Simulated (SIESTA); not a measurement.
SiC (Moissanite 6H):

```
CELL_PARAMETERS angstrom
3.09500 0.00000 0.00000
-1.54750 2.68035 0.00000
0.00000 0.00000 15.17000
ATOMIC_POSITIONS crystal
Si 0.66667 0.33333 0.45830
Si 0.33333 0.66667 0.95830
Si 0.66667 0.33333 0.79170
Si 0.33333 0.66667 0.29170
Si 0.00000 0.00000 0.62500
Si 0.00000 0.00000 0.12500
C 0.66667 0.33333 0.33330
C 0.33333 0.66667 0.83330
C 0.66667 0.33333 0.66670
C 0.33333 0.66667 0.16670
C 0.00000 0.00000 0.50000
C 0.00000 0.00000 0.00000
```

Base run:

| Item | Value |
| --- | --- |
| Program | SIESTA 5.4.2 |
| Functional | PBE |
| Potentials or basis | PseudoDojo 0.4 standard (PBE files) |
| Basis | TZDP (energy shift 0.01 Ry) |
| Grid cutoff | 500 Ry |
| Energy shift | 0.01 Ry |
| k mesh | 10 × 10 × 2 |
| Occupations | fermi-dirac, width 0.05 eV |
| Spin | no spin polarisation |

Its results: band gap on the k mesh 2.04 eV, indirect (least direct gap 3.16 eV); pressure 1.3 GPa; largest force 0.113 eV/Å.

Task: The run is repeated on the same cell with these changes: basis from TZDP (energy shift 0.01 Ry) to TZP (energy shift 0.005 Ry); energy shift from 0.01 Ry to 0.005 Ry. What comes out?

Result: Band gap on the k mesh 2.03 eV, indirect (least direct gap 3.13 eV); pressure 3.2 GPa; largest force 0.145 eV/Å.

Caveats: the basis of atomic orbitals isn't converged, which shifts pressures, moduli and gaps.

Not every run made on this cell is shown here.
